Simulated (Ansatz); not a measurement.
# Pb (Fm-3m) in Ansatz: further runs

One crystal, Pb, is run at these levels: PBEsol; tasks: band structure.

Everything below comes from runs of Ansatz 0.2.0. Logs are shortened: lines on timing, memory, paths and dates and some standing lists are left out, and cuts for length are marked.

### 1 Starting point

The structure is cubic, space group Fm-3m (No. 225). The conventional cell has a = 4.950 Å, b = 4.950 Å, c = 4.950 Å, α = 90.00°, β = 90.00°, γ = 90.00°. Pb (site symmetry m-3m) has 12 Pb at 3.50 Å as nearest neighbours.

### 2 Band structure, PBEsol

The input, input.yaml:

```yaml
crystal:
  lattice:
    - [0.0, 2.47502, 2.47502]
    - [2.47502, 0.0, 2.47502]
    - [2.47502, 2.47502, 0.0]
  atoms:
    - { symbol: Pb, position: [0.0, 0.0, 0.0] }
kpoints:
  mp_grid: { grid: [7, 7, 7] }
  band_path:
    path:
      - [0.0, 0.0, 0.0]
      - [0.5, 0.0, 0.5]
      - [0.5, 0.25, 0.75]
      - [0.375, 0.375, 0.75]
      - [0.0, 0.0, 0.0]
      - [0.5, 0.5, 0.5]
      - [0.625, 0.25, 0.625]
      - [0.5, 0.25, 0.75]
    npoints: 6
scf:
  occupations: { method: fermi_dirac, width: 0.05 }
hamiltonian:
  xc: pbesol
  pseudopotentials: { kind: all_electron, lapw: { basis_error: 0.001 } }
output:
  forces: true
  stress: true
  eigenvalues: true
```

Potentials or basis: all-electron LAPW, scalar-relativistic.

Run with:

```console
$ ansatz run input.yaml --threads 1 --pin off --max-ram 3072MiB --backend cpu --events-out ev --progress --plain --runs-dir out
```

The log of the run:

```text
Warning: RAYON_NUM_THREADS=1 ignored (pool sized by the plan → 1); use --threads N
LAPW: plane waves up to 6.363 Å⁻¹, error target 1.0e-3 eV per atom; small_component_spin mean_spin; Pb in spheres of 1.750 Å, 36 of its electrons in bands, Dirac shells [] (how accurate: hamiltonian.pseudopotentials.lapw.basis_error, Limitations)
Engine: ansatz 0.2.0, aarch64-unknown-linux-gnu
Pseudopotentials: kind: all_electron
Pseudopotential: Pb, LAPW, valence charge 36, lapw/all_electron/scalar/gaussian/Pb, Koelling and Harmon's equation, gaussian nucleus
Functional definition: PBEsol
  exchange = pbesol_x
  correlation = pbesol_c
Crystal: 1 atoms, lattice volume = 30.323 Å³
Basis set: ecut = 154.27221667286457 eV, 137 PW (Γ), exchange–correlation at level 2
Bands: 22, of which v1, the nominal top of the filled ones, is band 18 counted from 1 (17 counted from 0)
Symmetry: 48 space group operations
Space group: Fm-3m (ITA 225), of the structure as read, at distance tolerance 3.1e-5 Å
k-points: 20 of 343
Non-local potential: Pb, projectors of the file, none
Initial density: superposition of atomic densities (chi_scale 0.1, normalization cell)
Initial wavefunctions: plane waves of lowest kinetic energy (no species holds an atomic orbital)
Functional: x = pbesol(κ = 0.804, μ = 0.12345679012345678), c = pbesol(β = 0.046)
iter 1 solved again at ethr=6.81e-6 eV; its pass at ethr=1.00e-1 eV (dr2=2.45e-3 eV) is discarded
SCF iter   1: F=—  HF=-567915.187568 eV  |F-HF|=—  |Δ(HF+E_count)|=         —  Δρ=3.30e-3  dr2=2.47e-3  ethr=6.81e-6  ⟨swp⟩=3.8  Hψ=2954  notcnv=0
preconditioner: auto → none  [insulator: Δε(μ)=0.457 eV  Ē_g=19.683 eV  σ=0.050 eV  W_gap=0.91  n_scr=14 (ndim 8)  ℏωp=25.2 eV  f_vac=0.033  D(μ)=0.33/eV (n_scr^D=0)  ε∞_Penn≈2.6]
SCF iter   2: F=—  HF=-567915.174996 eV  |F-HF|=—  |Δ(HF+E_count)|=   1.26e-2  Δρ=1.37e-3  dr2=4.48e-4  ethr=6.81e-6  ⟨swp⟩=2.0  Hψ=1301  notcnv=0
SCF iter   3: F=—  HF=-567915.174348 eV  |F-HF|=—  |Δ(HF+E_count)|=   6.48e-4  Δρ=5.83e-4  dr2=8.17e-5  ethr=1.24e-6  ⟨swp⟩=2.0  Hψ=1298  notcnv=0
iter 4 solved again at ethr=8.27e-9 eV; its pass at ethr=2.27e-7 eV (dr2=2.98e-6 eV) is discarded
SCF iter   4: F=—  HF=-567915.174293 eV  |F-HF|=—  |Δ(HF+E_count)|=   5.53e-5  Δρ=1.06e-4  dr2=2.98e-6  ethr=8.27e-9  ⟨swp⟩=2.0  Hψ=2196  notcnv=0
SCF iter   5: F=—  HF=-567915.174294 eV  |F-HF|=—  |Δ(HF+E_count)|=   1.43e-6  Δρ=1.47e-5  dr2=5.94e-8  ethr=8.27e-9  ⟨swp⟩=2.0  Hψ=1298  notcnv=0
SCF iter   6: F=-567915.174294 eV  HF=-567915.174294 eV  |F-HF|=0.00e0  |Δ(HF+E_count)|=   9.36e-8  Δρ=4.82e-7  dr2=6.54e-11  ethr=1.65e-10  ⟨swp⟩=2.0  Hψ=1298  notcnv=0
SCF 1 converged in 6 iterations: F = -567915.174294 eV  dr2 = 6.54e-11
NSCF: frozen V_eff on 43 k-points
SCF converged after 6 iterations
Free energy (F): -567915.174294 eV
Harris-Foulkes:  -567915.174294 eV  (|F-HF|=0.00e0)
Internal energy: -567915.170926 eV  (E = F + TS)
E sigma→0 (E₀):  -567915.172610 eV
Entropy (-TS):   -0.003368 eV (-3.368 meV/atom)
Fermi energy:    15.406769 eV
--- Per-component energies (eV) ---
  E_band       = -2200.780363
  E_kinetic    = 654732.128732
  E_xc         = -10427.692627
  E_electrostatic = -1212219.607031  (all electrons and nuclei)
  E_smearing   = -0.003368  (= −TS)
  E_closure    = 0.000000  (closes the sum)
  E_atoms      = -567911.178656  (free atoms, spherical and without spin; not in F)
  Σ components = -567915.174294   (vs F -567915.174294, Δ=0.00e0)
  Basis errors (estimates in eV, not in F): energy 2.1e-4 per atom: plane waves 2.0e-4 (1.0e-4 summed), levels above the bands 3.3e-99, relativity 1.6e-8, radial functions 2.8e-6, core shells 1.0e-9; eigenvalues (radial functions only) 1.5e-5; not estimated: angular momenta, meshes, grids; target (lapw.basis_error) 1.0e-3; muffin-tin radii Pb 1.750 Å
--- Forces (eV/Å), atoms counted from 1 ---
  atom   1  Pb    -0.00000000    -0.00000000     0.00000000
  max |Σ_I F_I| component: 1.07e-31 eV/Å
--- Stress (GPa, compression-positive) ---
        0.041081       0.000000      -0.000000
        0.000000       0.041081       0.000000
       -0.000000       0.000000       0.041081
  P = ⅓ Tr σ = 0.0411 GPa (0.411 kbar)
--- Band table (eV; the first three rows and the last of 20) ---
  k-point 0: bands = ["-124.1214", "-113.1742", "-113.1742", "-113.1742", "-113.1740", "-113.1740", "-113.1740", "-113.1738", "-65.9020", "-65.9020", "-65.9020", "-1.5122", "-1.5122", "-1.5122", "-1.3697", "-1.3697", "3.7268", "22.9001", "22.9001", "22.9001", "25.2241", "26.8129"]
  k-point 1: bands = ["-124.1214", "-113.1742", "-113.1742", "-113.1742", "-113.1740", "-113.1740", "-113.1740", "-113.1738", "-65.9026", "-65.9021", "-65.9021", "-1.5137", "-1.4876", "-1.4876", "-1.3677", "-1.3677", "4.1205", "19.5322", "22.4608", "22.4608", "24.7192", "28.1308"]
  k-point 2: bands = ["-124.1214", "-113.1742", "-113.1742", "-113.1742", "-113.1740", "-113.1740", "-113.1740", "-113.1738", "-65.9039", "-65.9023", "-65.9023", "-1.5247", "-1.4789", "-1.4789", "-1.3150", "-1.3150", "5.2865", "15.2095", "21.6702", "21.6702", "24.4102", "26.5297"]
  k-point 19: bands = ["-124.1213", "-113.1742", "-113.1742", "-113.1742", "-113.1740", "-113.1740", "-113.1740", "-113.1738", "-65.9043", "-65.9041", "-65.9032", "-1.5373", "-1.4551", "-1.3981", "-1.3226", "-1.2190", "8.7037", "13.7776", "14.0222", "16.9005", "24.5094", "27.9816"]
```

Wall time 3.3 s (1 thread of Arm Neoverse V2, shared host); peak memory 0.22 GiB.

What came out:

| Property | Result |
| --- | --- |
| Free energy | -567915.1743 eV |
| Pressure | 0.0 GPa |
| Band gap along the path | none (metal or under the smearing width) |

Levels at the corners of the path, in eV from the Fermi level:
```
point  band 16  band 17  band 18  band 19  band 20  band 21
    Γ   -16.78   -11.68     7.49     7.49     7.49     9.82
    X   -16.61    -6.63    -3.21     2.12     2.12     5.44
    W   -16.61    -6.52    -1.31    -1.31     0.33    10.92
    K   -16.65    -6.71    -2.22    -1.16     3.05     6.53
    Γ   -16.78   -11.68     7.49     7.49     7.49     9.82
    L   -16.64    -8.04    -4.15     5.65     5.65     9.29
    U   -16.65    -6.71    -2.22    -1.16     3.05     6.53
    W   -16.61    -6.52    -1.31    -1.31     0.33    10.92
```

Caveat: the k mesh is thin for a metal, which can move the energy by tens of meV per atom; spin-orbit coupling is left out, which moves the levels of the heavy elements.

### 3 Band structure, PBEsol, spin-orbit coupling, no magnetisation

Edit input.yaml of step 2 so:

```diff
@@ -25,2 +25,5 @@
   pseudopotentials: { kind: all_electron, lapw: { basis_error: 0.001 } }
+magnetization:
+  noncollinear: true
+  spin_orbit: true
 output:
```

Potentials or basis: all-electron LAPW, relativistic spinors.

Run with:

```console
$ ansatz run input.yaml --threads 1 --pin off --max-ram 3072MiB --backend cpu --events-out ev --progress --plain --runs-dir out
```

Wall time 27 s (1 thread of Arm Neoverse V2, shared host); peak memory 0.36 GiB.

The run converged. Its results:

| Property | Result |
| --- | --- |
| Free energy | -569185.7735 eV |
| Pressure | -0.1 GPa |
| Band gap along the path | none (metal or under the smearing width) |

Levels at the corners of the path, in eV from the Fermi level:
```csv
point,band 34,band 35,band 36,band 37,band 38,band 39
Γ,-11.52,5.19,5.19,8.52,8.52,8.52
X,-6.44,-3.29,-3.29,1.55,1.55,2.82
W,-6.33,-1.97,-1.97,-0.76,-0.76,0.56
K,-6.52,-2.45,-2.45,-0.96,-0.96,3.14
Γ,-11.52,5.19,5.19,8.52,8.52,8.52
L,-7.85,-4.16,-4.16,4.66,4.66,6.58
U,-6.52,-2.45,-2.45,-0.96,-0.96,3.14
W,-6.33,-1.97,-1.97,-0.76,-0.76,0.56
```

Caveat: the k mesh is thin for a metal, which can move the energy by tens of meV per atom.

### 4 Band structure, PBEsol

Edit input.yaml of step 3 so:

```diff
@@ -8,3 +8,3 @@
 kpoints:
-  mp_grid: { grid: [7, 7, 7] }
+  mp_grid: { grid: [9, 9, 9] }
   band_path:
@@ -19,3 +19,3 @@
       - [0.5, 0.25, 0.75]
-    npoints: 6
+    npoints: 10
 scf:
@@ -25,5 +25,2 @@
   pseudopotentials: { kind: all_electron, lapw: { basis_error: 0.001 } }
-magnetization:
-  noncollinear: true
-  spin_orbit: true
 output:
```

Potentials or basis: all-electron LAPW, scalar-relativistic.

Run with:

```console
$ ansatz run input.yaml --threads 1 --pin off --max-ram 3072MiB --backend cpu --events-out ev --progress --plain --runs-dir out
```

The log of the run:

```text
Warning: RAYON_NUM_THREADS=1 ignored (pool sized by the plan → 1); use --threads N
LAPW: plane waves up to 6.363 Å⁻¹, error target 1.0e-3 eV per atom; small_component_spin mean_spin; Pb in spheres of 1.750 Å, 36 of its electrons in bands, Dirac shells [] (how accurate: hamiltonian.pseudopotentials.lapw.basis_error, Limitations)
[... 6 set-up lines as earlier in the session ...]
Crystal: 1 atoms, lattice volume = 30.323 Å³
Basis set: ecut = 154.27221667286457 eV, 137 PW (Γ), exchange–correlation at level 2
Bands: 22, of which v1, the nominal top of the filled ones, is band 18 counted from 1 (17 counted from 0)
[... 2 set-up lines as earlier in the session ...]
k-points: 35 of 729
[... 4 set-up lines as earlier in the session ...]
iter 1 solved again at ethr=7.43e-6 eV; its pass at ethr=1.00e-1 eV (dr2=2.67e-3 eV) is discarded
SCF iter   1: F=—  HF=-567915.195107 eV  |F-HF|=—  |Δ(HF+E_count)|=         —  Δρ=3.46e-3  dr2=2.70e-3  ethr=7.43e-6  ⟨swp⟩=3.8  Hψ=5150  notcnv=0
preconditioner: auto → none  [insulator: Δε(μ)=0.226 eV  Ē_g=19.682 eV  σ=0.050 eV  W_gap=0.51  n_scr=14 (ndim 8)  ℏωp=25.2 eV  f_vac=0.033  D(μ)=0.39/eV (n_scr^D=0)  ε∞_Penn≈2.6]
SCF iter   2: F=—  HF=-567915.181493 eV  |F-HF|=—  |Δ(HF+E_count)|=   1.36e-2  Δρ=1.44e-3  dr2=4.97e-4  ethr=7.43e-6  ⟨swp⟩=2.0  Hψ=2275  notcnv=0
SCF iter   3: F=—  HF=-567915.180777 eV  |F-HF|=—  |Δ(HF+E_count)|=   7.16e-4  Δρ=5.94e-4  dr2=8.52e-5  ethr=1.38e-6  ⟨swp⟩=2.0  Hψ=2271  notcnv=0
iter 4 solved again at ethr=9.34e-9 eV; its pass at ethr=2.37e-7 eV (dr2=3.36e-6 eV) is discarded
SCF iter   4: F=—  HF=-567915.180711 eV  |F-HF|=—  |Δ(HF+E_count)|=   6.64e-5  Δρ=1.12e-4  dr2=3.36e-6  ethr=9.34e-9  ⟨swp⟩=2.0  Hψ=3842  notcnv=0
SCF iter   5: F=—  HF=-567915.180712 eV  |F-HF|=—  |Δ(HF+E_count)|=   1.66e-6  Δρ=1.57e-5  dr2=6.96e-8  ethr=9.34e-9  ⟨swp⟩=2.0  Hψ=2271  notcnv=0
SCF iter   6: F=-567915.180713 eV  HF=-567915.180713 eV  |F-HF|=8.15e-10  |Δ(HF+E_count)|=   9.87e-8  Δρ=5.10e-7  dr2=6.75e-11  ethr=1.93e-10  ⟨swp⟩=2.0  Hψ=2271  notcnv=0
SCF 1 converged in 6 iterations: F = -567915.180713 eV  dr2 = 6.75e-11
NSCF: frozen V_eff on 71 k-points
SCF converged after 6 iterations
Free energy (F): -567915.180713 eV
Harris-Foulkes:  -567915.180713 eV  (|F-HF|=8.15e-10)
Internal energy: -567915.177616 eV  (E = F + TS)
E sigma→0 (E₀):  -567915.179164 eV
Entropy (-TS):   -0.003096 eV (-3.096 meV/atom)
Fermi energy:    15.329625 eV
--- Per-component energies (eV) ---
  E_band       = -2201.316098
  E_kinetic    = 654731.626314
  E_xc         = -10427.665737
  E_electrostatic = -1212219.138194  (all electrons and nuclei)
  E_smearing   = -0.003096  (= −TS)
  E_closure    = 0.000000  (closes the sum)
  E_atoms      = -567911.178656  (free atoms, spherical and without spin; not in F)
  Σ components = -567915.180713   (vs F -567915.180713, Δ=0.00e0)
  Basis errors (estimates in eV, not in F): energy 2.0e-4 per atom: plane waves 2.0e-4 (1.0e-4 summed), levels above the bands 7.5e-100, relativity 1.6e-8, radial functions 2.8e-6, core shells 1.0e-9; eigenvalues (radial functions only) 1.3e-5; not estimated: angular momenta, meshes, grids; target (lapw.basis_error) 1.0e-3; muffin-tin radii Pb 1.750 Å
--- Forces (eV/Å), atoms counted from 1 ---
  atom   1  Pb    -0.00000000     0.00000000    -0.00000000
  max |Σ_I F_I| component: 3.08e-32 eV/Å
--- Stress (GPa, compression-positive) ---
       -0.604558      -0.000000      -0.000000
       -0.000000      -0.604558       0.000000
       -0.000000       0.000000      -0.604558
  P = ⅓ Tr σ = -0.6046 GPa (-6.046 kbar)
--- Band table (eV; the first three rows and the last of 35) ---
  k-point 0: bands = ["-124.1380", "-113.1911", "-113.1911", "-113.1911", "-113.1909", "-113.1909", "-113.1909", "-113.1907", "-65.9184", "-65.9184", "-65.9184", "-1.5264", "-1.5264", "-1.5264", "-1.3844", "-1.3844", "3.7226", "22.8956", "22.8956", "22.8956", "25.2238", "26.8111"]
  k-point 1: bands = ["-124.1380", "-113.1911", "-113.1911", "-113.1911", "-113.1909", "-113.1909", "-113.1909", "-113.1907", "-65.9188", "-65.9185", "-65.9185", "-1.5270", "-1.5098", "-1.5098", "-1.3845", "-1.3845", "3.9607", "20.5244", "22.6130", "22.6130", "24.8360", "27.7802"]
  k-point 2: bands = ["-124.1380", "-113.1911", "-113.1911", "-113.1911", "-113.1909", "-113.1909", "-113.1909", "-113.1907", "-65.9197", "-65.9186", "-65.9186", "-1.5325", "-1.4900", "-1.4900", "-1.3618", "-1.3618", "4.6733", "17.0558", "22.0128", "22.0128", "24.4955", "27.3152"]
  k-point 34: bands = ["-124.1379", "-113.1911", "-113.1911", "-113.1911", "-113.1909", "-113.1909", "-113.1909", "-113.1907", "-65.9208", "-65.9204", "-65.9197", "-1.5185", "-1.5049", "-1.4231", "-1.3311", "-1.2258", "8.6761", "13.6538", "14.6013", "16.2509", "25.7578", "26.8371"]
```

bands.tsv:

```text
# k_distance	band_0	band_1	band_2	band_3	band_4	band_5	band_6	band_7	band_8	band_9	band_10	band_11	band_12	band_13	band_14	band_15	band_16	band_17	band_18	band_19	band_20	band_21
# fermi_ev = 15.329625
# lock_threshold_ev = 1e-6
[... 16 lines left out ...]
0.634660	-139.467562	-128.520720	-128.520720	-128.520720	-128.520540	-128.520539	-128.520539	-128.520298	-81.249579	-81.248705	-81.248705	-16.938957	-16.812240	-16.705378	-16.705378	-16.652033	-10.008385	2.412511	4.111822	4.111822	7.734570	7.799136
[... 63 lines left out ...]
5.979525	-139.467526	-128.520720	-128.520720	-128.520720	-128.520541	-128.520540	-128.520540	-128.520298	-81.250317	-81.250187	-81.249377	-16.845233	-16.812409	-16.776780	-16.666250	-16.545013	-6.458902	-1.401984	-1.075281	0.452063	10.829555	11.984626
6.024402	-139.467525	-128.520720	-128.520720	-128.520720	-128.520540	-128.520540	-128.520540	-128.520298	-81.250251	-81.250251	-81.249382	-16.843153	-16.795520	-16.795520	-16.666856	-16.544420	-6.451143	-1.232331	-1.232331	0.403357	10.998595	12.299844
```

Run time: 5.1 s. Hardware: 1 thread of Arm Neoverse V2, shared host; peak memory 0.23 GiB.

What came out:

```
Free energy             : -567915.1807 eV
Pressure                : -0.6 GPa
Band gap along the path : none (metal or under the smearing width)
```

Levels at the corners of the path, in eV from the Fermi level:
| point | band 14 | band 15 | band 16 | band 17 | band 18 | band 19 | band 20 | band 21 | band 22 |
| --- | --- | --- | --- | --- | --- | --- | --- | --- | --- |
| Γ | -16.86 | -16.71 | -16.71 | -11.61 | 7.57 | 7.57 | 7.57 | 9.89 | 11.48 |
| X | -16.59 | -16.54 | -16.54 | -6.56 | -3.13 | 2.19 | 2.19 | 5.51 | 6.79 |
| W | -16.80 | -16.67 | -16.54 | -6.45 | -1.23 | -1.23 | 0.40 | 11.00 | 12.30 |
| K | -16.65 | -16.65 | -16.59 | -6.64 | -2.14 | -1.09 | 3.12 | 6.61 | 11.49 |
| Γ | -16.86 | -16.71 | -16.71 | -11.61 | 7.57 | 7.57 | 7.57 | 9.89 | 11.48 |
| L | -16.84 | -16.58 | -16.58 | -7.97 | -4.07 | 5.73 | 5.73 | 9.36 | 9.62 |
| U | -16.65 | -16.65 | -16.59 | -6.64 | -2.14 | -1.09 | 3.12 | 6.61 | 11.49 |
| W | -16.80 | -16.67 | -16.54 | -6.45 | -1.23 | -1.23 | 0.40 | 11.00 | 12.30 |

Caveat: spin-orbit coupling is left out, which moves the levels of the heavy elements.

### 5 Band structure, PBEsol

Edit input.yaml of step 4 so:

```diff
@@ -24,3 +24,6 @@
   xc: pbesol
-  pseudopotentials: { kind: all_electron, lapw: { basis_error: 0.001 } }
+  pseudopotentials:
+    kind: all_electron
+    lapw: { basis_error: 0.001 }
+    relativity: none
 output:
```

Potentials or basis: all-electron LAPW, non-relativistic.

Run with:

```console
$ ansatz run input.yaml --threads 1 --pin off --max-ram 3072MiB --backend cpu --events-out ev --progress --plain --runs-dir out
```

Run time: 5.2 s. Hardware: 1 thread of Arm Neoverse V2, shared host; peak memory 0.22 GiB.

The run converged. Its results:

```yaml
Free_energy: -531256.1696 eV
Pressure: 1.7 GPa
Band_gap_along_the_path: none (metal or under the smearing width)
```

Levels at the corners of the path, in eV from the Fermi level:
```tsv
point	band 16	band 17	band 18	band 19	band 20	band 21
Γ	-20.39	-10.64	7.31	7.31	7.31	8.50
X	-20.25	-4.08	-3.96	1.54	1.54	5.12
W	-20.25	-3.66	-2.10	-2.10	-0.56	10.33
K	-20.29	-4.10	-3.00	-1.94	2.48	5.65
Γ	-20.39	-10.64	7.31	7.31	7.31	8.50
L	-20.28	-6.12	-4.92	5.32	5.32	8.08
U	-20.29	-4.10	-3.00	-1.94	2.48	5.65
W	-20.25	-3.66	-2.10	-2.10	-0.56	10.33
```

Caveat: relativity is left out, which matters for the heavier elements; spin-orbit coupling is left out, which moves the levels of the heavy elements.

### 6 Overview

| potentials or basis | spin | k mesh | cutoff (eV) | pressure (GPa) |
| --- | --- | --- | --- | --- |
| all-electron LAPW, scalar-relativistic | off | 7 × 7 × 7 | 154 | 0.0 |
| all-electron LAPW, relativistic spinors | SOC, no magnetisation | 7 × 7 × 7 | 154 | -0.1 |
| all-electron LAPW, scalar-relativistic | off | 9 × 9 × 9 | 154 | -0.6 |
| all-electron LAPW, non-relativistic | off | 9 × 9 × 9 | 153 | 1.7 |

Alike in all rows: task band structure; level PBEsol; cell as given; smearing fermi-dirac 0.05 eV; basis error allowed 0.001 eV/atom.

Caveats: spin-orbit coupling is left out, which moves the levels of the heavy elements (some runs); the k mesh is thin for a metal, which can move the energy by tens of meV per atom (some runs); relativity is left out, which matters for the heavier elements (some runs).

Compare energies only between runs with the same functional and basis.
